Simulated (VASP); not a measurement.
# Si in VASP: further runs

One slab, Si, is run at these levels: PBE, HSE06; tasks: work function.

Program: VASP 6.6.1. These are calculated values, not measurements. Logs are shortened: lines on timing, memory, paths and dates and some standing lists are left out, and cuts for length are marked.

### 1 Starting point

The cell holds a slab with vacuum, 16 atoms: a = 7.734 Å, b = 3.867 Å, c = 24.170 Å, α = 90.00°, β = 90.00°, γ = 90.00°.

The cell was built by a generator and needn't be a form met in nature.

### 2 Work function, PBE

Input file INCAR:

```
SYSTEM = Si
  PREC = Accurate
  ENCUT = 520
  EDIFF = 1E-6
  ISMEAR = 0
  SIGMA = 0.03
  LREAL = .False.
  LASPH = .True.
  NELM = 60
  ALGO = Fast
  ISIF = 2
  LWAVE = .False.
  LCHARG = .True.
  LDIPOL = .True.
  IDIPOL = 3
  DIPOL = 0.5 0.5 0.500
  GGA = PE
  LVHAR = .True.
  LVACPOTAV = .True.
  KPAR = 8
```

Input file KPOINTS:

```
Automatic mesh
0
Gamma
  4 7 1
  0 0 0
```

Input file POSCAR:

```
Si                                      
1.0
    7.7337965900      0.0000000000      0.0000000000
    0.0000000000      3.8668983000      0.0000000000
    0.0000000000      0.0000000000     24.1700850000
  Si            
    16
Direct
     0.8595047931690510    0.0000000067823146    0.3296963941615663
     0.5798161203462472    0.0000000008123453    0.2969521839328105
     0.5277964933435879    0.5000000012920343    0.3534851547417860
     0.9980334171245244    0.5000000064975878    0.3614332505549703
     0.2715115348449512    0.5000000043780002    0.4086999491589246
     0.7456452678451488    0.5000000050815966    0.4218229718874737
     0.7550041463131067    0.0000000038333205    0.4772048248499973
     0.2702059546456442    0.0000000042396282    0.4667500455907682
     0.5034379318957095    0.0000000068966325    0.5331250078098696
     0.0214241584535582    0.9999999886943520    0.5233370947778897
     0.0108090174964666    0.4999999881370756    0.5785455050347446
     0.5088600004775504    0.5000000061159364    0.5910130436335685
     0.7765527123706645    0.4999999939007659    0.6417910909027639
     0.2482922200583227    0.4999999945369361    0.6441974893026184
     0.1044322899334759    0.9999999943899719    0.6725928073023406
     0.8186739416819926    0.9999999944115013    0.6993531863579086
```

Potentials or basis: VASP PAW PBE potentials, release 64 (Si).

Command:

```bash
> cat potpaw_PBE.64/Si/POTCAR > POTCAR
> mpirun -np 8 vasp_std > vasp.out
```

OUTCAR:

```text
SYSTEM = Si
   PREC = Accurate
   ENCUT = 520
   EDIFF = 1E-6
   ISMEAR = 0
   LREAL = .False.
   LASPH = .True.
   NELM = 60
   ISIF = 2
   GGA = PE

 ion  position               nearest neighbor table
   1  0.860  0.000  0.330-   2 2.30   4 2.34   4 2.34   6 3.08   6 3.08
   2  0.580  0.000  0.297-   1 2.30   3 2.40   3 2.40
   3  0.528  0.500  0.353-   6 2.36   5 2.39   2 2.40   2 2.40
   4  0.998  0.500  0.361-   1 2.34   1 2.34   5 2.40   6 2.44
   5  0.272  0.500  0.409-   8 2.39   8 2.39   3 2.39   4 2.40
   6  0.746  0.500  0.422-   7 2.35   7 2.35   3 2.36   4 2.44   1 3.08   1 3.08
   7  0.755  0.000  0.477-  10 2.34   6 2.35   6 2.35   9 2.37
   8  0.270  0.000  0.467-  10 2.36   5 2.39   5 2.39   9 2.41
   9  0.503  0.000  0.533-   7 2.37  12 2.39  12 2.39   8 2.41
  10  0.021  1.000  0.523-   7 2.34  11 2.35  11 2.35   8 2.36
  11  0.011  0.500  0.579-  10 2.35  10 2.35  13 2.37  14 2.43  15 3.07  15 3.07
  12  0.509  0.500  0.591-   9 2.39   9 2.39  14 2.39  13 2.41
  13  0.777  0.500  0.642-  11 2.37  16 2.40  16 2.40  12 2.41
  14  0.248  0.500  0.644-  15 2.33  15 2.33  12 2.39  11 2.43
  15  0.104  1.000  0.673-  16 2.30  14 2.33  14 2.33  11 3.07  11 3.07
  16  0.819  1.000  0.699-  15 2.30  13 2.40  13 2.40

  LATTYP: Found a simple orthorhombic cell.
 ALAT       =     3.8668983000
 B/A-ratio  =     1.9999999974
 C/A-ratio  =     6.2505096139

  Lattice vectors:

 A1 = (   0.0000000000,  -3.8668983000,   0.0000000000)
 A2 = (   7.7337965900,   0.0000000000,   0.0000000000)
 A3 = (   0.0000000000,   0.0000000000,  24.1700850000)

Analysis of symmetry for initial positions (statically):
=====================================================================
 Subroutine PRICEL returns:
 Original cell was already a primitive cell.

 Routine SETGRP: Setting up the symmetry group for a
 simple orthorhombic supercell.

 Subroutine GETGRP returns: Found  2 space group operations
 (whereof  2 operations were pure point group operations)
 out of a pool of  8 trial point group operations.

The static configuration has the point symmetry C_1h.

Analysis of symmetry for dynamics (positions and initial velocities):
=====================================================================
 Subroutine PRICEL returns:
 Original cell was already a primitive cell.

 Routine SETGRP: Setting up the symmetry group for a
 simple orthorhombic supercell.

 Subroutine GETGRP returns: Found  2 space group operations
 (whereof  2 operations were pure point group operations)
 out of a pool of  8 trial point group operations.

The dynamic configuration has the point symmetry C_1h.

 Subroutine INISYM returns: Found  2 space group operations
 (whereof  2 operations are pure point group operations),
 and found     1 'primitive' translations

----------------------------------------------------------------------------------------

                                     Primitive cell

  volume of cell :     722.8258

  direct lattice vectors                    reciprocal lattice vectors
     7.733796590  0.000000000  0.000000000     0.129302599  0.000000000  0.000000000
     0.000000000  3.866898300  0.000000000     0.000000000  0.258605198  0.000000000
     0.000000000  0.000000000 24.170085000     0.000000000  0.000000000  0.041373458

  length of vectors
     7.733796590  3.866898300 24.170085000     0.129302599  0.258605198  0.041373458

  position of ions in fractional coordinates (direct lattice)
     0.859504793  0.000000007  0.329696394
     0.579816120  0.000000001  0.296952184
     0.527796493  0.500000001  0.353485155
     0.998033417  0.500000006  0.361433251
     0.271511535  0.500000004  0.408699949
     0.745645268  0.500000005  0.421822972
[... 8 lines left out ...]
     0.104432290  0.999999994  0.672592807
     0.818673942  0.999999994  0.699353186

  ion indices of the primitive-cell ions
   primitive index   ion index
                 1           1
                 2           2
                 3           3
                 4           4
                 5           5
                 6           6
[... 8 lines left out ...]
                15          15
                16          16

----------------------------------------------------------------------------------------

 KPOINTS: Automatic mesh

Automatic generation of k-mesh.
 Grid dimensions read from file:
 generate k-points for:    4    7    1

 Generating k-lattice:

  Cartesian coordinates                     Fractional coordinates (reciprocal lattice)
     0.032325650  0.000000000  0.000000000     0.250000000  0.000000000  0.000000000
     0.000000000  0.036943600  0.000000000     0.000000000  0.142857143  0.000000000
     0.000000000  0.000000000  0.041373458     0.000000000  0.000000000  1.000000000

  Length of vectors
     0.032325650  0.036943600  0.041373458

  Shift w.r.t. Gamma in fractional coordinates (k-lattice)
     0.000000000  0.000000000  0.000000000

 Subroutine IBZKPT returns following result:
 ===========================================

 Found     12 irreducible k-points:

 Following reciprocal coordinates:
            Coordinates               Weight
  0.000000  0.000000  0.000000      1.000000
  0.250000  0.000000  0.000000      2.000000
  0.500000  0.000000  0.000000      1.000000
  0.000000  0.142857  0.000000      2.000000
  0.250000  0.142857  0.000000      4.000000
  0.500000  0.142857  0.000000      2.000000
  0.000000  0.285714  0.000000      2.000000
  0.250000  0.285714  0.000000      4.000000
  0.500000  0.285714  0.000000      2.000000
  0.000000  0.428571  0.000000      2.000000
  0.250000  0.428571  0.000000      4.000000
  0.500000  0.428571  0.000000      2.000000
   k-points           NKPTS =     12   k-points in BZ     NKDIM =     12   number of bands    NBANDS=     41
   number of dos      NEDOS =    301   number of ions     NIONS =     16
   total plane-waves  NPLWV = 324000
   dimension x,y,z NGX =    60 NGY =   30 NGZ =  180
   dimension x,y,z NGXF=   120 NGYF=   60 NGZF=  360
   ions per type =              16
   NGX,Y,Z   is equivalent  to a cutoff of  12.90, 12.90, 12.38 a.u.
   NGXF,Y,Z  is equivalent  to a cutoff of  25.80, 25.80, 24.76 a.u.
 SYSTEM =  Si
   PREC   = accura    normal or accurate (medium, high low for compatibility)
   ISTART =      0    job   : 0-new  1-cont  2-samecut
   ICHARG =      2    charge: 1-file 2-atom 10-const
   ISPIN  =      1    spin polarized calculation?
   LNONCOLLINEAR =      F non collinear calculations
   LSORBIT =      F    spin-orbit coupling
   LASPH  =      T    aspherical Exc in radial PAW
   ENCUT  =  520.0 eV  38.22 Ry    6.18 a.u.  14.38  7.19 44.94*2*pi/ulx,y,z
   NELM   =     60;   NELMIN=  2; NELMDL= -5     # of ELM steps
   EDIFF  = 0.1E-05   stopping-criterion for ELM
   LREAL  =      F    real-space projection
   EDIFFG = 0.1E-04   stopping-criterion for IOM
   NSW    =      0    number of steps for IOM
   IBRION =     -1    ionic relax: 0-MD 1-quasi-New 2-CG
   NFREE  =      0    steps in history (QN), initial steepest desc. (CG)
   ISIF   =      2    stress and relaxation
   ISYM   =      2    0-nonsym 1-usesym 2-fastsym
   POTIM  = 0.5000    time-step for ionic-motion
   TEBEG  =    0.0;   TEEND  =   0.0 temperature during run
   PSTRESS=    0.0 pullay stress
   NELECT =      64.0000    total number of electrons
   NUPDOWN=      -1.0000    fix difference up-down
   EMIN   =  10.00;   EMAX   =-10.00  energy-range for DOS
   EFERMI =   0.00;   METHOD = LEGACY
   ISMEAR =     0;   SIGMA  =   0.03  broadening in eV -4-tet -1-fermi 0-gaus
   EFERMI_NEDOS =   21; number of points for ismear=-14 and -15
   IALGO  =     68    algorithm
   IMIX   =      4    mixing-type and parameters
     AMIX     =   0.40;   BMIX     =  1.00
     AMIX_MAG =   1.60;   BMIX_MAG =  1.00
  volume/ion in A,a.u.               =      45.18       304.87
  Fermi-wavevector in a.u.,A,eV,Ry     =   0.729665  1.378867  7.243894  0.532411
  Thomas-Fermi vector in A             =   1.821443
   LORBIT       =      0    0 simple, 1 ext, 2 COOP (PROOUT), +10 PAW based schemes
   GGA     = PE    functional components
   LHFCALC =     F    Hartree Fock is set to
   AEXX    =    0.0000 exact exchange contribution
   IVDW    =     0    specifies the selected vdW correction
   LEPSILON=     F    determine dielectric tensor
   LRPA    =     F    only Hartree local field effects (RPA)
 non-spin polarized calculation
 RMM-DIIS sequential band-by-band and
 Gauss-broadening in eV      SIGMA  =   0.03
  energy-cutoff  :      520.00
  volume of cell :      722.83
 maximum number of plane-waves:     19524
 NGX is ok and might be reduce to    60
   NGX = 29   NGY = 15   NGZ = 89

 dipolmoment           0.000000      0.000000     -0.000961 electrons x Angstroem

 number of electron      63.9999999 magnetization

 dipolmoment           0.000000      0.000000      0.000093 electrons x Angstroem

 Free energy of the ion-electron system (eV)
  ---------------------------------------------------
  ext. energy  EPLUGINS =         0.00000000
  ---------------------------------------------------
  free energy    TOTEN  =       -82.00011480 eV

  energy without entropy =      -82.00011480  energy(sigma->0) =      -82.00011480

 E-fermi :  -0.0452     XC(G=0):  -4.8397

 val. band max:       -0.1789882836   @ k =   0.5000   0.1429   0.0000
 cond. band min:       0.1653793661   @ k =   0.0000   0.4286   0.0000
 fundamental gap:      0.3443676497
 Fermi energy:        -0.0452007892

 k-point     1 :       0.0000    0.0000    0.0000
  band No.  band energies     occupation
      1     -11.9820      2.00000
      2     -11.6042      2.00000
      3     -10.5636      2.00000
      4      -9.9344      2.00000
      5      -9.8153      2.00000
      6      -9.2419      2.00000
[... 33 lines left out ...]
     40       1.9141      0.00000
     41       2.2708      0.00000

 k-point     2 :       0.2500    0.0000    0.0000
  band No.  band energies     occupation
      1     -11.8757      2.00000
      2     -11.5444      2.00000
      3     -10.7290      2.00000
      4     -10.3957      2.00000
      5      -9.8919      2.00000
      6      -9.2106      2.00000
[... 33 lines left out ...]
     40       2.1411      0.00000
     41       2.2540      0.00000

 k-point     3 :       0.5000    0.0000    0.0000
  band No.  band energies     occupation
      1     -11.6885      2.00000
      2     -11.5169      2.00000
      3     -10.9990      2.00000
      4     -10.5731      2.00000
      5      -9.9662      2.00000
      6      -9.3709      2.00000
[... 33 lines left out ...]
     40       2.3447      0.00000
     41       2.5780      0.00000

 k-point     4 :       0.0000    0.1429    0.0000
  band No.  band energies     occupation
      1     -11.8035      2.00000
      2     -11.4270      2.00000
      3     -10.3999      2.00000
      4      -9.7601      2.00000
      5      -9.6432      2.00000
      6      -9.0702      2.00000
[... 297 lines left out ...]
     40       2.1287      0.00000
     41       2.2947      0.00000

 k-point    11 :       0.2500    0.4286    0.0000
  band No.  band energies     occupation
      1     -10.3328      2.00000
      2     -10.0575      2.00000
      3      -9.5025      2.00000
      4      -9.1701      2.00000
      5      -8.9444      2.00000
      6      -8.7055      2.00000
[... 33 lines left out ...]
     40       2.5134      0.00000
     41       2.5707      0.00000

 k-point    12 :       0.5000    0.4286    0.0000
  band No.  band energies     occupation
      1     -10.1071      2.00000
      2      -9.9716      2.00000
      3      -9.5850      2.00000
      4      -9.3169      2.00000
      5      -9.0249      2.00000
      6      -8.9032      2.00000
[... 33 lines left out ...]
     40       2.2904      0.00000
     41       2.4076      0.00000

------------------------ aborting loop because EDIFF is reached ----------------------------------------

  FORCE on cell =-STRESS in cart. coord.  units (eV):
  Direction    XX          YY          ZZ          XY          YZ          ZX
  --------------------------------------------------------------------------------------
  -------------------------------------------------------------------------------------
  Total       -4.5251668      0.8664918     -0.0097336      0.0000000      0.0000000     -0.1059830
  in kB      -10.0302441      1.9206197     -0.0215749      0.0000000      0.0000000     -0.2349162
  external PRESSURE =      -2.7103998 kB  Pullay stress =       0.0000000 kB

 VOLUME and BASIS-vectors are now :
 -----------------------------------------------------------------------------
  energy-cutoff  :      520.00
  volume of cell :      722.83
      direct lattice vectors                 reciprocal lattice vectors
     7.733796590  0.000000000  0.000000000     0.129302599  0.000000000  0.000000000
     0.000000000  3.866898300  0.000000000     0.000000000  0.258605198  0.000000000
     0.000000000  0.000000000 24.170085000     0.000000000  0.000000000  0.041373458

 POSITION                                       TOTAL-FORCE (eV/Angst)
 -----------------------------------------------------------------------------------
      6.64724      0.00000      7.96879         0.002199      0.000000      0.000773
      4.48418      0.00000      7.17736        -0.000258      0.000000     -0.000501
      4.08187      1.93345      8.54377         0.004368      0.000000     -0.002318
      7.71859      1.93345      8.73587         0.003722      0.000000      0.001075
      2.09981      1.93345      9.87831         0.008949      0.000000     -0.001375
      5.76667      1.93345     10.19550         0.002833      0.000000     -0.001007
[... 8 lines left out ...]
      0.80766      3.86690     16.25663         0.002153      0.000000      0.002180
      6.33146      3.86690     16.90343         0.000480      0.000000      0.001075
 -----------------------------------------------------------------------------------
    total drift:                                0.000037     -0.000000      0.000006

  FREE ENERGIE OF THE ION-ELECTRON SYSTEM (eV)
  ---------------------------------------------------
  free  energy   TOTEN  =       -82.0001147953 eV

  energy  without entropy=      -82.0001147953  energy(sigma->0) =      -82.00011480

 vacuum level on the upper side and lower side of the slab         4.812         4.811
```

Wall time 2.7 min (8 MPI ranks of Intel Xeon 6975P-C (Granite Rapids), shared host); peak memory 0.79 GiB.

What came out:

```
Free energy                            : -82.0001 eV
Largest force                          : 0.009 eV/Å
Band gap on the k mesh                 : 0.34 eV, indirect (least direct gap 0.65 eV)
Ionisation potential of the upper face : 4.99 eV
```

Forces in eV/Å, atoms in the order of the input:
```
Si   0.002  0.000  0.001
Si   0.000  0.000 -0.001
Si   0.004  0.000 -0.002
Si   0.004  0.000  0.001
Si   0.009  0.000 -0.001
Si   0.003  0.000 -0.001
Si   0.001  0.000  0.001
Si  -0.005  0.000 -0.002
Si   0.001  0.000 -0.001
Si   0.001  0.000  0.002
Si  -0.003  0.000  0.004
Si  -0.006  0.000 -0.001
Si  -0.007  0.000 -0.001
Si  -0.005  0.000 -0.002
Si   0.002  0.000  0.002
Si   0.000  0.000  0.001
```

As with any semilocal functional, this PBE gap is likely too small.

(Part 1 of 3 ends here.)
